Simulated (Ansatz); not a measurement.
## Zone-centre phonons of AgBr at 16 GPa: input and output

These are results of DFT PBE, scalar-relativistic, plane waves, PAW (Ansatz 0.2.0), not measurements.

Launched with:
```bash
ansatz run input.yaml --threads 1 --pin off --max-ram 1228MiB --backend cpu --events-out ev --progress --plain --runs-dir out
```

Input (bare energies are in eV):
```yaml
crystal:
  lattice:
    - [0.0, 2.7088733802, 2.7088733802]
    - [2.7088733802, 0.0, 2.7088733802]
    - [2.7088733802, 2.7088733802, 0.0]
  atoms:
    - { symbol: Ag, position: [0.5, 0.5, 0.5] }
    - { symbol: Br, position: [0.0, 0.0, 0.0] }
basis:
  ecutwfc: 420
kpoints:
  mp_grid: { grid: [10, 10, 10] }
hamiltonian:
  xc: pbe
scf:
  occupations: { method: fixed }
output:
  eigenvalues: true
phonons:
  method: dfpt
  dielectric: true
  rigid_motions: translations
  eigenvectors: true
```

Results section of the output:
```
--- Phonons (Γ-DFPT): 2 representative perturbations + reference, on 102 of 1000 k-points (Σ response iterations 6) ---
  k mesh reduced under 8 symmetry operations, with k and −k counted as one. Each operation leaves every solved perturbation unchanged. A smaller set is not considered because the run solves the response ...
  ASR residual: 9.527e-5 → 0.000e0 eV/Å²; symmetrization residual: 6.106e-6 eV/Å²
  ASR residual per site (eV/Å²): 9.53e-5 5.95e-5
  Γ frequencies (cm⁻¹): 0.00 0.00 0.00 144.61 144.61 144.61
  ε∞ (high-frequency dielectric tensor):
        6.949349    -0.000000     0.000000
       -0.000000     6.949349    -0.000000
        0.000000    -0.000000     6.949349
  ε⁰ (static dielectric tensor: ions relaxed, cell fixed):
        9.602115    -0.000000    -0.000000
       -0.000000     9.602115    -0.000000
       -0.000000    -0.000000     9.602115
  ε⁰ − ε∞ (ionic part):
        2.652767    -0.000000    -0.000000
       -0.000000     2.652767    -0.000000
       -0.000000    -0.000000     2.652767
  softest optical mode at Γ: 144.61 cm⁻¹; the repairs (sum rule, projections) moved no ω² at Γ by more than (0.60 cm⁻¹)²
  Born effective charges Z* (e; rows j = field, columns β = displacement):
    site 0:
         1.43437    0.00000   -0.00000
        -0.00000    1.43437    0.00000
        -0.00000    0.00000    1.43437
    site 1:
        -1.43437   -0.00000    0.00000
         0.00000   -1.43437   -0.00000
         0.00000   -0.00000   -1.43437
  Z* charge neutrality: 2.817e-4 e pre-enforcement
  solved inside a basis spanned on kpoints, on 10×10×10 k-points, its susceptibility summed on 14×14×14: ε∞ is read to err by 1.9e-2, Z* by 2.0e-2 e (field_mesh: kpoints solves on kpoints); Z* is corrected for ...
  optical modes at Γ without the LO–TO term, one row a degenerate level:
      ω (cm⁻¹) modes IR ((D/Å)²/amu)
        144.61      3             3.1022
  optical modes at Γ + LO–TO along q̂ = [1.0000, 0.0000, 0.0000]:
      ω (cm⁻¹) modes IR ((D/Å)²/amu)
        144.61      2             2.0682
        169.99      1             1.0341
  optical modes at Γ + LO–TO along q̂ = [0.0000, 1.0000, 0.0000]:
      ω (cm⁻¹) modes IR ((D/Å)²/amu)
        144.61      2             2.0682
        169.99      1             1.0341
  optical modes at Γ + LO–TO along q̂ = [0.0000, 0.0000, 1.0000]:
      ω (cm⁻¹) modes IR ((D/Å)²/amu)
        144.61      2             2.0682
        169.99      1             1.0341
```

The bands were filled as in an insulator; under compression the gap may have closed between mesh points.